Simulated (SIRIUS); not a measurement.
**Sm under changes of volume**

One of the cells (34.462 Å³/atom); the others are scaled copies at fixed shape and fractional positions:

```
CELL_PARAMETERS angstrom
3.66813 0.00000 0.00000
-1.83407 3.17670 0.00000
0.00000 0.00000 5.91492
ATOMIC_POSITIONS crystal
Sm 0.66667 0.33333 0.75000
Sm 0.33333 0.66667 0.25000
```

This isn't the form of Sm at room conditions, which is rhombohedral.

| Item | Value |
| --- | --- |
| Program | SIRIUS 7.12.0 |
| Functional | PBEsol |
| Potentials or basis | all-electron FP-LAPW |
| Cutoff | 168 eV |
| Basis | apw+lo standard |
| k mesh | 8 × 8 × 5 |
| Occupations | fermi-dirac, width 0.05 eV |
| Spin | collinear spin, ferromagnetic start |
| Starting moments | [5.0, 5.0] μB |

| volume (Å³/atom) | energy over the lowest point (meV/atom) | moment (μB per cell) |
| --- | --- | --- |
| 31.759 | ? | ? |
| 32.435 | 9.68 | 13.32 |
| 33.110 | 5.06 | 13.40 |
| 34.462 | 0.43 | 13.49 |
| 35.138 | 0.00 | 13.52 |
| 35.813 | 1.14 | 13.53 |

Q: What does the run at 31.759 Å³/atom give?

A: Energy over the lowest point 15.29 meV/atom; moment 13.23 μB per cell.

Worked out: A Birch-Murnaghan fit of order 3 (a polynomial in V^(-2/3)) to the other rows has its minimum at 34.94 Å³/atom with B0 = V·E''(V) = 16.3 GPa (rough, since the energies scatter) at fixed shape and positions, which overstates the stiffness. It gives 15.79 meV/atom at 31.759 Å³/atom, against the run's 15.29. A parabola through the other rows of the moment, of slope 0.142 μB per Å³/atom there, extrapolates to 13.23 μB, against the run's 13.23.

Energies are extrapolated to zero smearing.

Caveats: the magnetic or orbital state may not be the lowest.
